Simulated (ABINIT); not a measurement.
GaP: single point with LDA

**The experiment to reproduce.**

From “Stacking defects in GaP nanowires: Electronic structure and optical properties”, 2018, arxiv:1810.01194, for a bulk crystal of GaP at 10 K: band gap 2.34 eV (indirect).

GaP:

```
Ga P
1.0
     0.00000    2.72525    2.72525
     2.72525    0.00000    2.72525
     2.72525    2.72525    0.00000
Ga P
1 1
Cartesian
  0.0000 0.0000 0.0000
  4.0879 4.0879 4.0879
```

```
Program             : ABINIT 10.8.3 (patched build)
Task                : single point
Functional          : LDA
Potentials or basis : PseudoDojo NC SR LDA v0.4.1 standard
Cutoff              : 980 eV
k mesh              : 6 × 6 × 6
Occupations         : fermi-dirac, width 0.05 eV
Spin                : no spin polarisation
```

* Band gap on the k mesh: 1.50 eV, indirect (least direct gap 1.60 eV)
* Valence electrons inside the program's atomic spheres: Ga 10.85; P 2.78

Levels at points of the mesh, in eV from the valence-band top:
```
           k point  band 7  band 8  band 9  band 10  band 11  band 12
(0.00, 0.00, 0.00)    0.00    0.00    0.00     1.60     3.79     3.79
(0.50, 0.00, 0.00)   -6.72   -1.13   -1.13     1.50     4.63     4.63
(0.50, 0.50, 0.00)   -6.85   -2.71   -2.71     1.50     1.68    10.43
```

It took 26 s on 1 thread of Intel(R) Xeon(R) Platinum 8488C (Sapphire Rapids), with other jobs on the host, peak memory 0.07 GiB.

Measured gap of GaP: 2.34 eV (indirect; 10 K; quoted in “Stacking defects in GaP nanowires: Electronic structure and optical properties”, 2018, arxiv:1810.01194). This calculation gives 1.50 eV (-0.84 eV). Spin-orbit coupling on Ga is left out. The value is that of LDA on a finite k mesh, which can miss the band edges, without temperature or zero-point motion. Semilocal functionals fall short of measured gaps as a rule.
